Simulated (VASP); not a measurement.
# TiO2 in VASP: relaxing the cell

Aim: the equilibrium cell of fluorite TiO2 with PBE. The results are then set beside those of Ansatz 0.2.0 from the same starts. This is a trial cell built on a prototype, not taken from a measured structure, and it needn't be the compound's ground state.

The runs shown are made with VASP 6.6.1. PAW datasets, plane waves, zero pressure. All values are calculated for a non-magnetic cell, which may be hypothetical.

## 1. The structure to begin with

It is cubic, Fm-3m (No. 225); conventional cell a = 5.342 Å, 12.71 Å³ an atom. Near Ti stand 8 O at 2.31 Å; near O stand 4 Ti at 2.31 Å.

As a file:

```xyz
3
Lattice="0.0000 2.6712 2.6712 2.6712 0.0000 2.6712 2.6712 2.6712 0.0000" Properties=species:S:1:pos:R:3 pbc="T T T"
Ti    0.0000    0.0000    0.0000
O     1.3356    1.3356    1.3356
O     4.0069    4.0069    4.0069
```

## 2. PBE: cell and atoms

INCAR

```
ENCUT = 600.000000
SIGMA = 0.020000
EDIFF = 1.00e-07
EDIFFG = -5.00e-03
GGA = PE
PREC = Accurate
IBRION = 2
ISIF = 3
ISMEAR = -1
NBANDS = 19
NELM = 120
NSW = 40
LASPH = .TRUE.
LCHARG = .FALSE.
LWAVE = .FALSE.
LREAL = .FALSE.
```

KPOINTS

```
KPOINTS created by Atomic Simulation Environment
0
Gamma
8 8 8
0 0 0
```

POSCAR

```
Ti O
 1.0000000000000000
     0.0000000000000000    2.6712364209000001    2.6712364209000001
     2.6712364209000001    0.0000000000000000    2.6712364209000001
     2.6712364209000001    2.6712364209000001    0.0000000000000000
 Ti  O
   1   2
Cartesian
  0.0000000000000000  0.0000000000000000  0.0000000000000000
  1.3356182104500001  1.3356182104500001  1.3356182104500001
  4.0068546313500004  4.0068546313500004  4.0068546313500004
```

Potentials: the recommended PBE PAW datasets, 24 valence electrons in the neutral cell.

Launch:

```sh
> mpirun -np 1 vasp_std
```

The first run moved the cell so far that it was started again from its end, on a fresh basis. The second run's POSCAR:

```
Ti O
 1.0000000000000000
     0.0000000000000000    2.4169362411039645    2.4169362411039645
     2.4169362411039645    0.0000000000000000    2.4169362411039645
     2.4169362411039645    2.4169362411039645   -0.0000000000000000
 Ti  O
   1   2
Cartesian
  0.0000000000000000  0.0000000000000000  0.0000000000000000
  1.2084681205519823  1.2084681205519823  1.2084681205519823
  3.6254043616559466  3.6254043616559466  3.6254043616559466
```

The files below are the second run's.

Standard output, without the iteration lines:

```text
POSCAR found type information on POSCAR TiO
 POSCAR found :  2 types and       3 ions
 LDA part: xc-table for (Slater+PW92), standard interpolation
 POSCAR, INCAR and KPOINTS ok, starting setup
 FFT: planning ... GRIDC
 FFT: planning ... GRID_SOFT
 FFT: planning ... GRID
 WAVECAR not read
 WARNING: random wavefunctions but no delay for mixing, default for NELMDL
 entering main loop
 curvature:   0.00 expect dE= 0.000E+00 dE for cont linesearch  0.000E+00
 search vector abs. value=  0.366E-05
 reached required accuracy - stopping structural energy minimisation
```

OSZICAR:

```text
N       E                     dE             d eps       ncg     rms          rms(c)
DAV:   1     0.265197510850E+03    0.26520E+03   -0.14056E+04  1102   0.165E+03
DAV:   2    -0.126108165441E+02   -0.27781E+03   -0.26184E+03  1194   0.436E+02
DAV:   3    -0.349981107298E+02   -0.22387E+02   -0.22076E+02  1279   0.127E+02
DAV:   4    -0.357463419091E+02   -0.74823E+00   -0.74590E+00  1518   0.209E+01
DAV:   5    -0.357608622526E+02   -0.14520E-01   -0.14513E-01  1253   0.291E+00    0.206E+01
DAV:   6    -0.267405405631E+02    0.90203E+01   -0.43564E+01  1332   0.750E+01    0.993E+00
DAV:   7    -0.263411038324E+02    0.39944E+00   -0.12056E+01  1314   0.303E+01    0.597E+00
DAV:   8    -0.262135662936E+02    0.12754E+00   -0.29526E-01  1258   0.506E+00    0.466E+00
DAV:   9    -0.263565843389E+02   -0.14302E+00   -0.38816E+00  1284   0.170E+01    0.513E+00
DAV:  10    -0.260524447708E+02    0.30414E+00   -0.12068E+00  1459   0.884E+00    0.119E+00
DAV:  11    -0.260409039122E+02    0.11541E-01   -0.10622E-01  1442   0.272E+00    0.569E-01
DAV:  12    -0.260377900031E+02    0.31139E-02   -0.87493E-03  1237   0.767E-01    0.206E-01
DAV:  13    -0.260380322154E+02   -0.24221E-03   -0.42381E-04  1326   0.191E-01    0.197E-01
DAV:  14    -0.260376570456E+02    0.37517E-03   -0.14087E-03  1213   0.249E-01    0.311E-02
DAV:  15    -0.260376752104E+02   -0.18165E-04   -0.47125E-05  1234   0.668E-02    0.469E-02
DAV:  16    -0.260376462929E+02    0.28917E-04   -0.52714E-05  1207   0.727E-02    0.188E-02
DAV:  17    -0.260376408201E+02    0.54729E-05   -0.24443E-05  1335   0.456E-02    0.154E-03
DAV:  18    -0.260376409958E+02   -0.17575E-06   -0.65617E-07  1237   0.740E-03    0.125E-03
DAV:  19    -0.260376409982E+02   -0.24183E-08   -0.76424E-08   731   0.225E-03
   1 F= -.26037641E+02 E0= -.26037641E+02  d E =-.260376E+02
```

OUTCAR, selected sections:

```text
k-points           NKPTS =     29   k-points in BZ     NKDIM =     29   number of bands    NBANDS=     19

   NELECT =      24.0000    total number of electrons

   dimension x,y,z NGX =    28 NGY =   28 NGZ =   28
   dimension x,y,z NGXF=    56 NGYF=   56 NGZF=   56

  energy-cutoff  :      600.00
  volume of cell :       28.24
      direct lattice vectors                 reciprocal lattice vectors
     0.000000000  2.416936241  2.416936241    -0.206873475  0.206873475  0.206873475
     2.416936241  0.000000000  2.416936241     0.206873475 -0.206873475  0.206873475
     2.416936241  2.416936241  0.000000000     0.206873475  0.206873475 -0.206873475

 k-points in reciprocal lattice and weights: KPOINTS created by Atomic Simulation Env
   0.00000000  0.00000000  0.00000000       0.002
   0.12500000  0.00000000  0.00000000       0.016
   0.25000000  0.00000000  0.00000000       0.016
   0.37500000  0.00000000  0.00000000       0.016
   0.50000000  0.00000000  0.00000000       0.008
   0.12500000  0.12500000  0.00000000       0.012
   0.25000000  0.12500000  0.00000000       0.047
   0.37500000  0.12500000  0.00000000       0.047
[... 21 more k-points ...]

 E-fermi :   7.5837

 k-point     1 :       0.0000    0.0000    0.0000
  band No.  band energies     occupation
      1     -50.7358      2.00000
      2     -26.8214      2.00000
      3     -26.8214      2.00000
      4     -26.8214      2.00000
      5     -12.4682      2.00000
      6      -8.7895      2.00000
      7       1.2216      2.00000
      8       1.2216      2.00000
      9       1.2216      2.00000
     10       6.2226      2.00000
     11       6.2226      2.00000
     12       6.2226      2.00000
     13       8.1799      0.00000
     14       8.1799      0.00000
     15      12.2687      0.00000
     16      12.2687      0.00000
     17      12.2687      0.00000
     18      14.5586      0.00000
     19      21.1440      0.00000

 k-point     2 :       0.1250    0.0000    0.0000
  band No.  band energies     occupation
      1     -50.7328      2.00000
      2     -26.8557      2.00000
      3     -26.8254      2.00000
      4     -26.8254      2.00000
      5     -12.2911      2.00000
      6      -8.9948      2.00000
      7       1.3618      2.00000
      8       1.3618      2.00000
      9       1.6152      2.00000
     10       5.8052      2.00000
     11       5.8245      2.00000
     12       5.8245      2.00000
     13       8.4755      0.00000
     14       8.4755      0.00000
     15      11.8329      0.00000
     16      12.1328      0.00000
     17      12.1328      0.00000
     18      15.1072      0.00000
     19      20.9915      0.00000

 k-point     3 :       0.2500    0.0000    0.0000
  band No.  band energies     occupation
      1     -50.7256      2.00000
      2     -26.9371      2.00000
      3     -26.8352      2.00000
      4     -26.8352      2.00000
      5     -11.8299      2.00000
      6      -9.4691      2.00000
      7       1.7218      2.00000
      8       1.7218      2.00000
      9       2.5352      2.00000
     10       4.9344      2.00000
     11       5.1753      2.00000
     12       5.1753      2.00000
     13       8.7588      0.00000
     14       8.7588      0.00000
     15      10.8389      0.00000
     16      11.9118      0.00000
     17      11.9118      0.00000
     18      16.3319      0.00000
     19      20.7872      0.00000

[... the tables of k-points 4 to 29 left out ...]

  Total       -0.0087107     -0.0087107     -0.0087107      0.0000000     -0.0000000     -0.0000000
  in kB       -0.4942391     -0.4942391     -0.4942391      0.0000000     -0.0000000     -0.0000000
  external PRESSURE =      -0.4942391 kB  Pullay stress =       0.0000000 kB

 POSITION                                       TOTAL-FORCE (eV/Angst)
 -----------------------------------------------------------------------------------
      0.00000      0.00000      0.00000        -0.000000      0.000000     -0.000000
      1.20847      1.20847      1.20847         0.000000      0.000000      0.000000
      3.62540      3.62540      3.62540        -0.000000     -0.000000     -0.000000
 -----------------------------------------------------------------------------------
    total drift:                                0.000000     -0.000000      0.000000

  FREE ENERGIE OF THE ION-ELECTRON SYSTEM (eV)
  ---------------------------------------------------
  free  energy   TOTEN  =       -26.0376409982 eV

  energy  without entropy=      -26.0376409982  energy(sigma->0) =      -26.03764100
```

CONTCAR

```
Ti O
   1.00000000000000
     0.0000000000000000    2.4169362411039645    2.4169362411039645
     2.4169362411039645    0.0000000000000000    2.4169362411039645
     2.4169362411039645    2.4169362411039645    0.0000000000000000
  Ti              O
     1     2
Direct
     0.0000000000000000    0.0000000000000000    0.0000000000000000
     0.2500000000000000    0.2500000000000000    0.2500000000000000
     0.7500000000000000    0.7500000000000000    0.7500000000000000

  0.00000000E+00  0.00000000E+00  0.00000000E+00
  0.00000000E+00  0.00000000E+00  0.00000000E+00
  0.00000000E+00  0.00000000E+00  0.00000000E+00
```

Hardware: 1 MPI rank of Intel Xeon Platinum 8488C, shared host.

```
                       before  after    change
                a (Å)   5.342  4.834   -9.52 %
     volume (Å³/atom)  12.707  9.412  -25.93 %
shortest distance (Å)   2.313  2.093   -9.52 %
          space group   Fm-3m  Fm-3m      same
```

## 3. Results

```
level  a (Å)  volume (Å³/atom)  space group  Ansatz: volume (Å³/atom)
  PBE  4.834             9.412        Fm-3m                     9.390
```

**Reading.** The PBE run changed the volume by -25.9 % from its own start of 12.71 Å³/atom. The two programs differ by at most 0.24 % in volume. The two codes have different PAW datasets and cutoffs.
